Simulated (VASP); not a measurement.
# Sr (P6_3/mmc) in VASP: further runs

One crystal, Sr, is run at these levels: PBE; tasks: single point.

Program: VASP 6.6.1. These are calculated values, not measurements. Logs are shortened: lines on timing, memory, paths and dates and some standing lists are left out, and cuts for length are marked.

### Step 1. Starting point

It takes space group P6_3/mmc (No. 194, hexagonal). The conventional cell has a = 4.310 Å, b = 4.310 Å, c = 7.050 Å, α = 90.00°, β = 90.00°, γ = 120.00°. Sr (site symmetry -6m2) has 12 Sr at 4.31 Å as nearest neighbours.

This isn't the form of Sr at room conditions, which is fcc.

### Step 2. Single point, PBE

File INCAR:

```
SYSTEM = Sr
  ADDGRID = .False.
  ALGO = Normal
  EDIFF = 1E-6
  ENCUT = 400
  GGA = PE
  ISIF = 2
  ISMEAR = 0
  LASPH = .True.
  LCHARG = .False.
  LREAL = .False.
  LWAVE = .False.
  NBANDS = 17
  NELM = 100
  PREC = Accurate
  SIGMA = 0.4
```

File KPOINTS:

```
k-points
0
Gamma
  4 4 2
  0 0 0
```

File POSCAR:

```
Sr
1.0
    4.3100000000      0.0000000000      0.0000000000
   -2.1550000000      3.7325694903      0.0000000000
    0.0000000000      0.0000000000      7.0500000000
Sr
2
Direct
    0.6666666667      0.3333333333      0.7500000000
    0.3333333333      0.6666666667      0.2500000000
```

Potentials or basis: VASP PAW PBE potentials, release 64 (Sr_sv).

Command:

```
$ cat potpaw_PBE.64/Sr_sv/POTCAR > POTCAR
$ mpirun -np 1 vasp_std > vasp.out
```

OUTCAR:

```text
SYSTEM = Sr
   EDIFF = 1E-6
   ENCUT = 400
   GGA = PE
   ISIF = 2
   ISMEAR = 0
   LASPH = .True.
   LREAL = .False.
   NELM = 100
   PREC = Accurate

 Found      8 irreducible k-points:

 Following reciprocal coordinates:
            Coordinates               Weight
  0.000000  0.000000  0.000000      1.000000
  0.250000  0.000000  0.000000      6.000000
  0.500000  0.000000  0.000000      3.000000
  0.250000  0.250000  0.000000      6.000000
  0.000000  0.000000  0.500000      1.000000
  0.250000  0.000000  0.500000      6.000000
   k-points           NKPTS =      8   k-points in BZ     NKDIM =      8   number of bands    NBANDS=     17
   number of dos      NEDOS =    301   number of ions     NIONS =      2
   total plane-waves  NPLWV =  37632
   dimension x,y,z NGX =    28 NGY =   28 NGZ =   48
   dimension x,y,z NGXF=    56 NGYF=   56 NGZF=   96
   ions per type =               2
   NGX,Y,Z   is equivalent  to a cutoff of  10.80, 10.80, 11.32 a.u.
   NGXF,Y,Z  is equivalent  to a cutoff of  21.60, 21.60, 22.64 a.u.
 SYSTEM =  Sr
   PREC   = accura    normal or accurate (medium, high low for compatibility)
   ISTART =      0    job   : 0-new  1-cont  2-samecut
   ICHARG =      2    charge: 1-file 2-atom 10-const
   ISPIN  =      1    spin polarized calculation?
   LNONCOLLINEAR =      F non collinear calculations
   LSORBIT =      F    spin-orbit coupling
   LASPH  =      T    aspherical Exc in radial PAW
   ENCUT  =  400.0 eV  29.40 Ry    5.42 a.u.   7.03  7.03 11.50*2*pi/ulx,y,z
   NELM   =    100;   NELMIN=  2; NELMDL= -5     # of ELM steps
   EDIFF  = 0.1E-05   stopping-criterion for ELM
   LREAL  =      F    real-space projection
   EDIFFG = 0.1E-04   stopping-criterion for IOM
   NSW    =      0    number of steps for IOM
   IBRION =     -1    ionic relax: 0-MD 1-quasi-New 2-CG
   NFREE  =      0    steps in history (QN), initial steepest desc. (CG)
   ISIF   =      2    stress and relaxation
   ISYM   =      2    0-nonsym 1-usesym 2-fastsym
   POTIM  = 0.5000    time-step for ionic-motion
   TEBEG  =    0.0;   TEEND  =   0.0 temperature during run
   PSTRESS=    0.0 pullay stress
   NELECT =      20.0000    total number of electrons
   NUPDOWN=      -1.0000    fix difference up-down
   EMIN   =  10.00;   EMAX   =-10.00  energy-range for DOS
   EFERMI =   0.00;   METHOD = LEGACY
   ISMEAR =     0;   SIGMA  =   0.40  broadening in eV -4-tet -1-fermi 0-gaus
   EFERMI_NEDOS =   21; number of points for ismear=-14 and -15
   IALGO  =     38    algorithm
   IMIX   =      4    mixing-type and parameters
     AMIX     =   0.40;   BMIX     =  1.00
     AMIX_MAG =   1.60;   BMIX_MAG =  1.00
  volume/ion in A,a.u.               =      56.71       382.68
  Fermi-wavevector in a.u.,A,eV,Ry     =   0.918037  1.734838 11.466874  0.842791
  Thomas-Fermi vector in A             =   2.043073
   LORBIT       =      0    0 simple, 1 ext, 2 COOP (PROOUT), +10 PAW based schemes
   GGA     = PE    functional components
   LHFCALC =     F    Hartree Fock is set to
   AEXX    =    0.0000 exact exchange contribution
   IVDW    =     0    specifies the selected vdW correction
   LEPSILON=     F    determine dielectric tensor
   LRPA    =     F    only Hartree local field effects (RPA)
 non-spin polarized calculation
 Gauss-broadening in eV      SIGMA  =   0.40
  energy-cutoff  :      400.00
  volume of cell :      113.42
 maximum number of plane-waves:      2071
   NGX = 15   NGY = 15   NGZ = 23

 number of electron      20.0000001 magnetization

 Free energy of the ion-electron system (eV)
  ---------------------------------------------------
  ext. energy  EPLUGINS =         0.00000000
  ---------------------------------------------------
  free energy    TOTEN  =        -3.39307391 eV

  energy without entropy =       -3.17302866  energy(sigma->0) =       -3.28305128

 E-fermi :   1.4050     XC(G=0):  -7.2562

 val. band max:        1.1682657827   @ k =   0.2500   0.0000   0.0000
 cond. band min:       1.4836200322   @ k =   0.2500   0.0000   0.0000
 fundamental gap:      0.3153542495
 Fermi energy:         1.4050415467

 k-point     1 :       0.0000    0.0000    0.0000
  band No.  band energies     occupation
      1     -35.1770      2.00000
      2     -35.1651      2.00000
      3     -17.2418      2.00000
      4     -17.0941      2.00000
      5     -17.0941      2.00000
      6     -17.0700      2.00000
[... 9 lines left out ...]
     16       4.1561      0.00000
     17       4.6610      0.00000

 k-point     2 :       0.2500    0.0000    0.0000
  band No.  band energies     occupation
      1     -35.1715      2.00000
      2     -35.1626      2.00000
      3     -17.2103      2.00000
      4     -17.1614      2.00000
      5     -17.1380      2.00000
      6     -17.1146      2.00000
[... 9 lines left out ...]
     16       4.5280      0.00000
     17       4.5356      0.00000

 k-point     3 :       0.5000    0.0000    0.0000
  band No.  band energies     occupation
      1     -35.1650      2.00000
      2     -35.1611      2.00000
      3     -17.2294      2.00000
      4     -17.2026      2.00000
      5     -17.1648      2.00000
      6     -17.1341      2.00000
[... 9 lines left out ...]
     16       5.6901      0.00000
     17       6.2728      0.00000

 k-point     4 :       0.2500    0.2500    0.0000
  band No.  band energies     occupation
      1     -35.1650      2.00000
      2     -35.1611      2.00000
      3     -17.2002      2.00000
      4     -17.1891      2.00000
      5     -17.1653      2.00000
      6     -17.1484      2.00000
[... 9 lines left out ...]
     16       4.9577      0.00000
     17       5.1356      0.00000

 k-point     5 :       0.0000    0.0000    0.5000
  band No.  band energies     occupation
      1     -35.1711      2.00000
      2     -35.1711      2.00000
      3     -17.1558      2.00000
      4     -17.1558      2.00000
      5     -17.0821      2.00000
      6     -17.0821      2.00000
[... 9 lines left out ...]
     16       3.7577      0.00000
     17       5.5835      0.00000

 k-point     6 :       0.2500    0.0000    0.5000
  band No.  band energies     occupation
      1     -35.1671      2.00000
      2     -35.1671      2.00000
      3     -17.1821      2.00000
      4     -17.1821      2.00000
      5     -17.1135      2.00000
      6     -17.1135      2.00000
[... 9 lines left out ...]
     16       4.2333      0.00000
     17       5.4808      0.00000

 [... further k-points ...]

------------------------ aborting loop because EDIFF is reached ----------------------------------------

  FORCE on cell =-STRESS in cart. coord.  units (eV):
  Direction    XX          YY          ZZ          XY          YZ          ZX
  --------------------------------------------------------------------------------------
  -------------------------------------------------------------------------------------
  Total       -0.2131652     -0.2131652     -0.1921423      0.0000000     -0.0000000      0.0000000
  in kB       -3.0112898     -3.0112898     -2.7143085      0.0000000     -0.0000000      0.0000000
  external PRESSURE =      -2.9122961 kB  Pullay stress =       0.0000000 kB

 VOLUME and BASIS-vectors are now :
 -----------------------------------------------------------------------------
  energy-cutoff  :      400.00
  volume of cell :      113.42
      direct lattice vectors                 reciprocal lattice vectors
     4.310000000  0.000000000  0.000000000     0.232018561  0.133955979  0.000000000
    -2.155000000  3.732569490  0.000000000     0.000000000  0.267911958  0.000000000
     0.000000000  0.000000000  7.050000000     0.000000000  0.000000000  0.141843972

 POSITION                                       TOTAL-FORCE (eV/Angst)
 -----------------------------------------------------------------------------------
      2.15500      1.24419      5.28750        -0.000000      0.000000      0.000000
     -0.00000      2.48838      1.76250         0.000000     -0.000000      0.000000
 -----------------------------------------------------------------------------------
    total drift:                                0.000000     -0.000000      0.000000

  FREE ENERGIE OF THE ION-ELECTRON SYSTEM (eV)
  ---------------------------------------------------
  free  energy   TOTEN  =        -3.3930739088 eV

  energy  without entropy=       -3.1730286608  energy(sigma->0) =       -3.28305128
```

OSZICAR:

```text
N       E                     dE             d eps       ncg     rms          rms(c)
DAV:   1     0.959945985725E+02    0.95995E+02   -0.82236E+03   272   0.801E+02
DAV:   2     0.473351404878E+01   -0.91261E+02   -0.90283E+02   353   0.212E+02
DAV:   3    -0.322071800759E+01   -0.79542E+01   -0.79216E+01   482   0.415E+01
DAV:   4    -0.338530373086E+01   -0.16459E+00   -0.16375E+00   375   0.562E+00
DAV:   5    -0.338729283095E+01   -0.19891E-02   -0.19890E-02   429   0.555E-01    0.158E+01
DAV:   6    -0.339015287375E+01   -0.28600E-02   -0.13565E-02   343   0.116E+00    0.891E+00
DAV:   7    -0.339287270530E+01   -0.27198E-02   -0.22937E-02   299   0.149E+00    0.436E-01
DAV:   8    -0.339297827665E+01   -0.10557E-03   -0.32733E-03   445   0.266E-01    0.150E-01
DAV:   9    -0.339303951725E+01   -0.61241E-04   -0.13209E-04   383   0.592E-02    0.462E-02
DAV:  10    -0.339307469352E+01   -0.35176E-04   -0.16220E-05   348   0.293E-02    0.203E-02
DAV:  11    -0.339307390885E+01    0.78467E-06   -0.70040E-07   250   0.494E-03
   1 F= -.33930739E+01 E0= -.32830513E+01  d E =-.220045E+00
```

Wall time 4.9 s (1 thread of Intel Xeon 6975P-C (Granite Rapids), shared host); peak memory 0.18 GiB.

The run converged, but some of its settings lie outside the range that counts as converged, so its numbers aren't taken as properties of the crystal.

What came out:

```yaml
Free_energy: -3.3931 eV
Pressure: -0.3 GPa
Band_gap_on_the_k_mesh: none (metal or under the smearing width)
```

Caveat: the k mesh is coarse (spacing up to 0.45 Å⁻¹), so the values aren't converged.

### Step 3. Single point, PBE

INCAR is that of step 2.

KPOINTS is that of step 2.

File POSCAR:

```
Sr
1.0
    4.3100000000      0.0000000000      0.0000000000
   -2.1550000000      3.7325694903      0.0000000000
    0.0000000000      0.0000000000      7.0500000000
Sr
2
Direct
    0.6432960000      0.3178180000      0.7464440000
    0.3199860000      0.6535770000      0.2508690000
```

Potentials or basis: VASP PAW PBE potentials, release 64 (Sr_sv).

Command:

```
$ cat potpaw_PBE.64/Sr_sv/POTCAR > POTCAR
$ mpirun -np 1 vasp_std > vasp.out
```

Run time: 9.9 s. Hardware: 1 thread of Intel Xeon 6975P-C (Granite Rapids), shared host; peak memory 0.17 GiB.

The run converged, but some of its settings lie outside the range that counts as converged, so its numbers aren't taken as properties of the crystal.

Results:

```
Free energy            : -3.3922 eV
Pressure               : -0.3 GPa
Largest force          : 0.044 eV/Å
Band gap on the k mesh : none (metal or under the smearing width)
```

Caveat: the k mesh is coarse (spacing up to 0.45 Å⁻¹), so the values aren't converged.

### Step 4. Single point, PBE

INCAR: that of step 3 with these lines changed.

```diff
@@ -15,2 +15,2 @@
   PREC = Accurate
-  SIGMA = 0.4
+  SIGMA = 0.2
```

KPOINTS is that of step 3.

File POSCAR:

```
Sr
1.0
    4.3100000000      0.0000000000      0.0000000000
   -2.1550000000      3.7325694903      0.0000000000
    0.0000000000      0.0000000000      7.0500000000
Sr
2
Direct
    0.6666666667      0.3333333333      0.7500000000
    0.3333333333      0.6666666667      0.2500000000
```

Command:

```
$ cat potpaw_PBE.64/Sr_sv/POTCAR > POTCAR
$ mpirun -np 1 vasp_std > vasp.out
```

It took 5 s on 1 thread of Intel Xeon 6975P-C (Granite Rapids), shared host; peak memory 0.18 GiB.

The run converged, but some of its settings lie outside the range that counts as converged, so its numbers aren't taken as properties of the crystal.

What came out:

```
Free energy            : -3.3062 eV
Pressure               : -0.3 GPa
Band gap on the k mesh : none (metal or under the smearing width)
```

Caveat: the k mesh is coarse (spacing up to 0.45 Å⁻¹), so the values aren't converged.

### Step 5. Single point, PBE

INCAR is that of step 4.

KPOINTS is that of step 4.

File POSCAR:

```
Sr
1.0
    4.3100000000      0.0000000000      0.0000000000
   -2.1550000000      3.7325694903      0.0000000000
    0.0000000000      0.0000000000      7.0500000000
Sr
2
Direct
    0.6432960000      0.3178180000      0.7464440000
    0.3199860000      0.6535770000      0.2508690000
```

Potentials or basis: VASP PAW PBE potentials, release 64 (Sr_sv).

Command:

```
$ cat potpaw_PBE.64/Sr_sv/POTCAR > POTCAR
$ mpirun -np 1 vasp_std > vasp.out
```

OUTCAR:

```text
SYSTEM = Sr
   EDIFF = 1E-6
   ENCUT = 400
   GGA = PE
   ISIF = 2
   ISMEAR = 0
   LASPH = .True.
   LREAL = .False.
   NELM = 100
   PREC = Accurate

 Found     20 irreducible k-points:

 Following reciprocal coordinates:
            Coordinates               Weight
  0.000000  0.000000  0.000000      1.000000
  0.250000  0.000000  0.000000      2.000000
  0.000000  0.250000  0.000000      2.000000
 -0.250000  0.250000  0.000000      2.000000
  0.500000  0.000000  0.000000      1.000000
  0.000000  0.500000  0.000000      1.000000
   k-points           NKPTS =     20   k-points in BZ     NKDIM =     20   number of bands    NBANDS=     17
   number of dos      NEDOS =    301   number of ions     NIONS =      2
   total plane-waves  NPLWV =  37632
   dimension x,y,z NGX =    28 NGY =   28 NGZ =   48
   dimension x,y,z NGXF=    56 NGYF=   56 NGZF=   96
   ions per type =               2
   NGX,Y,Z   is equivalent  to a cutoff of  10.80, 10.80, 11.32 a.u.
   NGXF,Y,Z  is equivalent  to a cutoff of  21.60, 21.60, 22.64 a.u.
 SYSTEM =  Sr
   PREC   = accura    normal or accurate (medium, high low for compatibility)
   ISTART =      0    job   : 0-new  1-cont  2-samecut
   ICHARG =      2    charge: 1-file 2-atom 10-const
   ISPIN  =      1    spin polarized calculation?
   LNONCOLLINEAR =      F non collinear calculations
   LSORBIT =      F    spin-orbit coupling
   LASPH  =      T    aspherical Exc in radial PAW
   ENCUT  =  400.0 eV  29.40 Ry    5.42 a.u.   7.03  7.03 11.50*2*pi/ulx,y,z
   NELM   =    100;   NELMIN=  2; NELMDL= -5     # of ELM steps
   EDIFF  = 0.1E-05   stopping-criterion for ELM
   LREAL  =      F    real-space projection
   EDIFFG = 0.1E-04   stopping-criterion for IOM
   NSW    =      0    number of steps for IOM
   IBRION =     -1    ionic relax: 0-MD 1-quasi-New 2-CG
   NFREE  =      0    steps in history (QN), initial steepest desc. (CG)
   ISIF   =      2    stress and relaxation
   ISYM   =      2    0-nonsym 1-usesym 2-fastsym
   POTIM  = 0.5000    time-step for ionic-motion
   TEBEG  =    0.0;   TEEND  =   0.0 temperature during run
   PSTRESS=    0.0 pullay stress
   NELECT =      20.0000    total number of electrons
   NUPDOWN=      -1.0000    fix difference up-down
   EMIN   =  10.00;   EMAX   =-10.00  energy-range for DOS
   EFERMI =   0.00;   METHOD = LEGACY
   ISMEAR =     0;   SIGMA  =   0.20  broadening in eV -4-tet -1-fermi 0-gaus
   EFERMI_NEDOS =   21; number of points for ismear=-14 and -15
   IALGO  =     38    algorithm
   IMIX   =      4    mixing-type and parameters
     AMIX     =   0.40;   BMIX     =  1.00
     AMIX_MAG =   1.60;   BMIX_MAG =  1.00
  volume/ion in A,a.u.               =      56.71       382.68
  Fermi-wavevector in a.u.,A,eV,Ry     =   0.918037  1.734838 11.466874  0.842791
  Thomas-Fermi vector in A             =   2.043073
   LORBIT       =      0    0 simple, 1 ext, 2 COOP (PROOUT), +10 PAW based schemes
   GGA     = PE    functional components
   LHFCALC =     F    Hartree Fock is set to
   AEXX    =    0.0000 exact exchange contribution
   IVDW    =     0    specifies the selected vdW correction
   LEPSILON=     F    determine dielectric tensor
   LRPA    =     F    only Hartree local field effects (RPA)
 non-spin polarized calculation
 Gauss-broadening in eV      SIGMA  =   0.20
  energy-cutoff  :      400.00
  volume of cell :      113.42
 maximum number of plane-waves:      2071
   NGX = 15   NGY = 15   NGZ = 23

 number of electron      20.0000000 magnetization

 Free energy of the ion-electron system (eV)
  ---------------------------------------------------
  ext. energy  EPLUGINS =         0.00000000
  ---------------------------------------------------
  free energy    TOTEN  =        -3.30533276 eV

  energy without entropy =       -3.24151415  energy(sigma->0) =       -3.27342346

 E-fermi :   1.4890     XC(G=0):  -7.2576

 val. band max:        1.4856659420   @ k =  -0.2500   0.2500   0.0000
 cond. band min:       1.5009173826   @ k =   0.0000   0.0000   0.0000
 fundamental gap:      0.0152514406
 Fermi energy:         1.4890498680

 k-point     1 :       0.0000    0.0000    0.0000
  band No.  band energies     occupation
      1     -35.1856      2.00000
      2     -35.1737      2.00000
      3     -17.2475      2.00000
      4     -17.1043      2.00000
      5     -17.1018      2.00000
      6     -17.0793      2.00000
[... 9 lines left out ...]
     16       4.1650      0.00000
     17       4.6285      0.00000
[... 81 lines left out ...]
 k-point     6 :       0.0000    0.5000    0.0000
  band No.  band energies     occupation
      1     -35.1735      2.00000
      2     -35.1697      2.00000
      3     -17.2384      2.00000
      4     -17.2118      2.00000
      5     -17.1693      2.00000
      6     -17.1429      2.00000
[... 9 lines left out ...]
     16       5.6936      0.00000
     17       6.2599      0.00000

 [... further k-points ...]

------------------------ aborting loop because EDIFF is reached ----------------------------------------

  FORCE on cell =-STRESS in cart. coord.  units (eV):
  Direction    XX          YY          ZZ          XY          YZ          ZX
  --------------------------------------------------------------------------------------
  -------------------------------------------------------------------------------------
  Total       -0.3765373     -0.3626378      0.1688026     -0.0287932      0.0003452      0.0016177
  in kB       -5.3191753     -5.1228230      2.3845997     -0.4067484      0.0048771      0.0228523
  external PRESSURE =      -2.6857995 kB  Pullay stress =       0.0000000 kB

 VOLUME and BASIS-vectors are now :
 -----------------------------------------------------------------------------
  energy-cutoff  :      400.00
  volume of cell :      113.42
      direct lattice vectors                 reciprocal lattice vectors
     4.310000000  0.000000000  0.000000000     0.232018561  0.133955979  0.000000000
    -2.155000000  3.732569490  0.000000000     0.000000000  0.267911958  0.000000000
     0.000000000  0.000000000  7.050000000     0.000000000  0.000000000  0.141843972

 POSITION                                       TOTAL-FORCE (eV/Angst)
 -----------------------------------------------------------------------------------
      2.08771      1.18628      5.26243         0.011310      0.002284      0.042852
     -0.02932      2.43952      1.76863        -0.011310     -0.002284     -0.042852
 -----------------------------------------------------------------------------------
    total drift:                                0.000002     -0.000003     -0.000001

  FREE ENERGIE OF THE ION-ELECTRON SYSTEM (eV)
  ---------------------------------------------------
  free  energy   TOTEN  =        -3.3053327574 eV

  energy  without entropy=       -3.2415141527  energy(sigma->0) =       -3.27342346
```

stdout:

```text
POSCAR found type information on POSCAR Sr
 POSCAR found :  1 types and       2 ions
 scaLAPACK will be used
 LDA part: xc-table for (Slater+PW92), standard interpolation
 POSCAR, INCAR and KPOINTS ok, starting setup
 FFT: planning ... GRIDC
 FFT: planning ... GRID_SOFT
 FFT: planning ... GRID
 WAVECAR not read
 entering main loop
```

It took 9.5 s on 1 thread of Intel Xeon 6975P-C (Granite Rapids), shared host; peak memory 0.18 GiB.

These settings aren't checked as converged: the numbers below hold their error.

Results:

| Item | Value |
| --- | --- |
| Free energy | -3.3053 eV |
| Pressure | -0.3 GPa |
| Largest force | 0.044 eV/Å |
| Band gap on the k mesh | none (metal or under the smearing width) |

Caveat: the k mesh is coarse (spacing up to 0.45 Å⁻¹), so the values aren't converged.

### Step 6. The reference run

An earlier run on the cell as given: functional PBE; potentials or basis VASP PAW PBE potentials, release 64 (Sr_sv); cutoff 520 eV; k mesh 7 × 7 × 4; occupations fermi-dirac, width 0.05 eV; no spin polarisation.

- Pressure: -0.3 GPa
- Band gap on the k mesh: none (metal or under the smearing width)
